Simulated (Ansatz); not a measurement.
Runs of Ansatz 0.2.0 on HgTe. The structure is tetragonal, space group I-4m2 (No. 119). Conventional cell: a = 6.091 Å, b = 6.091 Å, c = 3.119 Å, α = 90.00°, β = 90.00°, γ = 90.00°. Around Hg (site symmetry -4m2) lie 2 Hg at 3.12 Å and 4 Te at 3.14 Å. Te (site symmetry -4m2) has 2 Te at 3.12 Å and 4 Hg at 3.14 Å as nearest neighbours. Measurements of this composition are mostly on another form, of space group No. 216.

| task | level | potentials or basis | spin | cell | k mesh | cutoff (eV) | gap on the mesh (eV) | pressure (GPa) | relaxed volume (Å³/atom) |
| --- | --- | --- | --- | --- | --- | --- | --- | --- | --- |
| band structure | PBE | all-electron LAPW, scalar-relativistic | off | as given | 7 × 7 × 7 | 207 | - | -0.2 | - |
| band structure | PBE | all-electron LAPW, relativistic spinors | SOC, no magnetisation | as given | 7 × 7 × 7 | 207 | - | -0.5 | - |
| relaxation of cell and atoms | PBE | all-electron LAPW, relativistic spinors | SOC, no magnetisation | relaxed | 7 × 7 × 7 | - | none | 0.0 | (b) |
| relaxation of cell and atoms | PBEsol+D4 | all-electron LAPW, scalar-relativistic | off | relaxed | 10 × 10 × 10 | - | - | 0.0 | (a) |
| relaxation of cell and atoms | PBEsol+D3(BJ) | all-electron LAPW, scalar-relativistic | off | relaxed | 10 × 10 × 10 | - | - | 0.0 | 25.37 |
| relaxation of cell and atoms | PBE | all-electron LAPW, scalar-relativistic | off | relaxed | 7 × 7 × 7 | - | none | 0.0 | 28.96 |
| relaxation of cell and atoms | PBEsol | all-electron LAPW, scalar-relativistic | off | relaxed | 10 × 10 × 10 | - | - | 0.0 | 26.61 |

Alike in all rows: smearing fermi-dirac 0.05 eV; basis error allowed 0.001 eV/atom.

Estimate the missing entries.

(a) 25.85; (b) 28.77.

Caveats: the k mesh is thin for a metal, which can move the energy by tens of meV per atom (some runs); spin-orbit coupling is left out, which moves the levels of the heavy elements (some runs).

A k mesh can miss the band edges, and rows without SOC leave out spin-orbit coupling on Hg, Te.

A gap of «none» marks a metal or a gap under the smearing width.

The runs don't all hold the same shells in valence.
